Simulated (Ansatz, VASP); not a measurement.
## One calculation of Ni, 8 ways

The starting cell:

```
CELL_PARAMETERS angstrom
0.00000 1.73757 1.73757
1.73757 0.00000 1.73757
1.73757 1.73757 0.00000
ATOMIC_POSITIONS crystal
Ni 0.00000 0.00000 0.00000
```

Alike in all runs: task relaxation of cell and atoms; functional PBE; k mesh 13 × 13 × 13; occupations fermi-dirac, width 0.05 eV; collinear spin, ferromagnetic start; no spin-orbit coupling.

| program and potentials | plane-wave cutoff (eV) | notes | equilibrium volume (Å³/atom) |
| --- | --- | --- | --- |
| Ansatz, Ansatz PAW | 420 | 18 valence electrons an atom on average | 10.89 |
| VASP, PBE PAW files Ni_sv_GW, 680 eV | 680 | 18 valence electrons an atom on average | 10.79 |
| VASP, PBE PAW files Ni, release 54, 580 eV | 580 | 10 valence electrons an atom on average | 10.88 |
| VASP, PBE PAW files Ni_pv, 600 eV | 600 | 16 valence electrons an atom on average | 10.80 |
| VASP, PBE PAW files Ni_GW, 630 eV | 630 | 10 valence electrons an atom on average | 10.87 |
| VASP, PBE PAW files Ni, 580 eV | 580 | 10 valence electrons an atom on average | 10.88 |
| VASP, PBE PAW files Ni, 600 eV | 600 | 10 valence electrons an atom on average | 10.88 |
| VASP, PBE PAW files Ni, release 54, 600 eV | 600 | 10 valence electrons an atom on average | 10.88 |

The equilibrium volume spans 10.79 (VASP, PBE PAW files Ni_sv_GW, 680 eV) to 10.89 Å³/atom (Ansatz, Ansatz PAW). The state is the one that the start led to, which needn't be the lowest. Relaxations stop with a little pressure left, so the last digit of a volume isn't settled.

Differences between rows come from potentials, basis sets and numerical settings, since the functional is the same but for its coding. Runs on potential files found faulty are left out.

The volumes fall into two groups. The five VASP runs with 10 valence electrons give 10.87 to 10.88 Å³, while the two that add semicore states give 10.80 and 10.79 Å³. The 3s and 3p shells of nickel occupy much the same region as the compact 3d shell, so freezing them can alter the core-valence interaction and, through it, the equilibrium volume. Yet the Ansatz run, also with 18 valence electrons, gives 10.89 Å³ and breaks the pattern. The smaller volume is therefore not a general consequence of releasing the semicore electrons, and probably reflects how the particular potentials were built, for instance their projectors or core radii. Cutoff is an unlikely cause, since the standard Ni files give the same volume at 580 and 600 eV. A larger valence space alone is thus no proof of a more accurate volume here. Because ferromagnetic order tends to expand the lattice slightly, a difference in the final moments, which aren't listed, can't be excluded as a contribution.
